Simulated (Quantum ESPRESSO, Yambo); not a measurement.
# NaCl (Fm-3m): G0W0 on several meshes in Yambo, part 2 of 2

Aim: the GW shift of NaCl (Fm-3m) against the k mesh.

Quantum ESPRESSO 7.5 and Yambo 5.3.0; PBE and many-body steps on it, plane waves. Known limits of the many-body steps: not at the basis limit; coarse k mesh.

So far. Step 4 (4×4×4): The gap on the mesh goes from 5.15 eV to 8.05 eV, a correction of +2.90 eV. Step 5 (Empty states on the mesh, 2×2×2 mesh, 124 bands): On this mesh the gap is 5.150 eV.

The database entry behind the starting cell differs from later determinations by our own check (an axis about 0.4 % short against later determinations), so it need not match the best structure at ambient conditions.

### Step 6. Conversion and set-up

This step: Yambo 5.3.0; conversion and set-up on PBE, plane waves, norm-conserving pseudopotentials.

Launch:

```bash
(cd o/x.save; p2y > p2y.log; mv SAVE ../..); yambo > setup.log
```

The log of the run:

```text
 Yambo, version 5.3.0

 [02] CORE Variables Setup
 =========================

  [02.01] Unit cells
  ==================

  Cell kind             :  FCC
  Atoms in the cell     :  Na  Cl
  number of Na atoms    :  1
  number of Cl atoms    :  1

  List of atomic masses
  Mass of Na    :  22.99000
  Mass of Cl    :  35.45000

  List of atomic coordinates    : [cc]
  Na1       :  0.000000  0.000000  0.000000  order 1
  Cl1       :  5.310130  5.310130  5.310130  order 2

  Alat factors          :  5.310130  5.310130  5.310130 [a.u.]
  Direct lattice volume :  299.4646 [a.u.]
[...]
0.000000  0.000000  0.000000  0.000000  0.000000  0.000000  0.000000  0.000000

 [03] Transferred momenta grid and indexing
 ==========================================

 IBZ Q-points                                      :  3
 BZ  Q-points                                      :   8

 K/Q-points units:
 rlu = crystal or reduced units; cc = cartesian coordinates; iku = interal k-units

 Q [1]          [rlu]:  0.000000  0.000000  0.000000
 Q [2]          [rlu]: -0.61529E-17 -0.61529E-17 -0.50000
 Q [3]          [rlu]:  0.31603E-17 -0.50000     -0.50000

  [03.01] X indexes
  =================

   [03.01.01] Sigma indexes
   ========================

 [06] Game Over & Game summary
```

Elapsed: 2.6 s, on 1 MPI rank of Intel Xeon Platinum 8488C (Sapphire Rapids), shared host; peak memory 0.25 GiB.

### Step 7. 2×2×2

This step: G0W0 on PBE, plane waves, norm-conserving pseudopotentials.

Contents of gw11.in:

```
HF_and_locXC
gw0
dyson
ppa
em1d
rim_cut
RandQpts= 1000000
RandGvec= 1 RL
EXXRLvcs= 76 Ry
VXCRLvcs= 304 Ry
Chimod= "HARTREE"
% BndsRnXp
 1 | 124 |
%
NGsBlkXp= 10.5 Ry
% LongDrXp
 1 | 1 | 1 |
%
% GbndRnge
 1 | 124 |
%
DysSolver= "n"
ExtendOut
PPAPntXp= 27.21138 eV
% QPkrange
 1 | 1 | 7 | 10 |
%
```

Launch:

```bash
OMP_NUM_THREADS=1 mpirun -n 8 yambo -F gw11.in -J gw11 -C gw11 > gw11.log
```

The log of the run:

```text
 Yambo, version 5.3.0

 [02] CORE Variables Setup
 =========================

  [... cell, symmetries and grids as in the set-up ...]

  [02.05] Energies & Occupations
  ==============================

  [X] === General ===
  [X] Electronic Temperature                        :  0.000000  0.000000 [eV K]
  [X] Bosonic    Temperature                        :  0.000000  0.000000 [eV K]
  [X] Finite Temperature mode                       : no
  [X] El. density                                   :  0.36055E+24 [cm-3]
  [X] Fermi Level                                   :  1.141326 [eV]

  [X] === Gaps and Widths ===
  [X] Conduction Band Min                           :  5.149758 [eV]
  [X] Valence Band Max                              :  0.000000 [eV]
  [X] Filled Bands                                  :   8
  [X] Empty Bands                                   :    9  124
  [X] Direct Gap                                    :  5.149758 [eV]
  [X] Direct Gap localized at k                     :  1
  [X] Indirect Gap                                  :  5.149758 [eV]
  [X] Indirect Gap between kpts                     :  1  1
  [X] Last valence band width                       :  0.605298 [eV]
  [X] 1st conduction band width                     :  2.398852 [eV]

 [03] Transferred momenta grid and indexing
 ==========================================

 IBZ Q-points                                      :  3
 BZ  Q-points                                      :   8

 K/Q-points units:
 rlu = crystal or reduced units; cc = cartesian coordinates; iku = interal k-units

 Q [1]          [rlu]:  0.000000  0.000000  0.000000
 Q [2]          [rlu]: -0.61529E-17 -0.61529E-17 -0.50000
 Q [3]          [rlu]:  0.31603E-17 -0.50000     -0.50000

 [04] Coloumb potential Random Integration (RIM)
[...]
================================================

 [VXC] Plane waves :  26813
 [EXS] Plane waves :   3479

 QP @ state[ 1 ] K range:  1  1
 QP @ state[ 1 ] b range:   7  10

 [xc] Functional : Perdew, Burke & Ernzerhof(X)+Perdew, Burke & Ernzerhof(C)
 [xc] LIBXC used to calculate xc functional
  PP Number of Atomic Species                      :  2
  NLCC RL compoments                               :  26813
  PP Number of Atomic Species                      :  2
  NLCC RL compoments                               :  26813

 [xc] E_xc :  -9.878656 [Ha]
      E_xc :  -19.75731 [Ry]

  Local XC kind (lXC) : Perdew, Burke & Ernzerhof(X)+Perdew, Burke & Ernzerhof(C)
  Non-Local XC kind (nlXC) : Hartree-Fock

  Corrections @ K [1] :  [eV]
 <7|nlXC|7> = -18.77807 -0.22861E-16 <7|lXC|7> = -14.53063 -0.75527E-15
 <8|nlXC|8> = -18.77807  0.32509E-17 <8|lXC|8> = -14.53063  0.000000
 <9|nlXC|9> = -3.775493 -0.24085E-17 <9|lXC|9> = -8.072420  0.000000
 <10|nlXC|10> = -3.471113 -0.31205E-18 <10|lXC|10> = -8.307852 -0.47204E-16

 [08] Dyson equation: Newton solver
 ==================================

  [08.01] G0W0 (W PPA)
  ====================

  [  GW  ] Bands range     :    1  124
  [GW/PPA] G damping       :  0.100000 [eV]

  QP @ state[ 1 ] K range:  1  1
  QP @ state[ 1 ] b range:   7  10

   Sc/G bands                                       :    1  124
   Sc/G damping                                     :  0.100000 ev
   Sc bands terminator                              : no
   Sx RL components                                 :   3479

   QP @ state[ 1 ] K range                          :  1  1
   QP @ state[ 1 ] b range                          :   7  10
   GF energies kind                                 : Perdew, Burke & Ernzerhof(X)+Perdew, Burke & Ernzerhof(C)
   GF WF`s kind                                     : Perdew, Burke & Ernzerhof(X)+Perdew, Burke & Ernzerhof(C)
   Xs energies kind                                 : Perdew, Burke & Ernzerhof(X)+Perdew, Burke & Ernzerhof(C)
   Xs WF`s kind                                     : Perdew, Burke & Ernzerhof(X)+Perdew, Burke & Ernzerhof(C)

 [11] Game Over & Game summary
```

The job ended after 6.5 s (8 MPI ranks; peak memory 2.4 GiB).

Numbers from this step:

| Property | Result |
| --- | --- |
| G0W0 gap on the points computed | 7.872 eV |
| starting gap on the mesh | 5.150 eV |
| k of the valence top | 0, 0, 0 |
| k of the conduction bottom | 0, 0, 0 |
| least direct G0W0 gap on the computed points | 7.872 eV |
| Z at the valence top | 0.8151 |
| Z at the conduction bottom | 0.8604 |

Against G0W0 in Yambo (4×4×4 mesh, 124 bands, screening to 142.9 eV, Godby-Needs plasmon pole), the gap moves by −0.182 eV.

### Step 8. Side by side

Times are wall times on 8 MPI ranks of Intel Xeon Platinum 8488C (Sapphire Rapids), shared host, good to a factor of about two.

| run | mesh | bands | screening cutoff (eV) | DFT gap (eV) | gap on the mesh (eV) | direct (eV) | time |
| --- | --- | --- | --- | --- | --- | --- | --- |
| 4×4×4 | 4×4×4 | 124 | 142.9 | 5.150 | 8.054 | 8.054 | 26 s |
| 2×2×2 | 2×2×2 | 124 | 142.9 | 5.150 | 7.872 | 7.872 | 6.5 s |

### Step 9. Results

| Quantity | Value |
| --- | --- |
| 4×4×4 | 8.054 eV |
| 2×2×2 | 7.872 eV |
| known limits | not at the basis limit; coarse k mesh |

**Reading.** 2×2×2: −0.182 eV against 4×4×4. Bands and cutoff are finite, so the gap is not at the basis limit. The miss can reach some tenths of an eV and take either sign; the mesh is an error of its own. In the G0W0 runs levels were corrected at 1 k point alone, so a gap called «on the mesh» is the least over those, and an edge elsewhere would be missed. The 4×4×4 mesh is coarse for this cell, which bears on the long-range parts of exchange and screening. Mesh or cutoff lie under what a gap needs, so these runs test behaviour and cost; their gaps are not to be quoted.

[Paths, hosts, dates, memory and timing lines, banners, echoed tables and standing remarks are left out of the program output.]

[Logs are printed without paths, hosts, clocks, repeated set-up lines and the standing remarks that a program may print on its own settings, such as how far it seeks lower states.]

[Runs of the session that timed out or met a known fault of the program may be left out.]

[Hosts, paths, dates, database ids (printed as entryN), source tags and the programs' standing remarks are cut or masked in the printed files.]
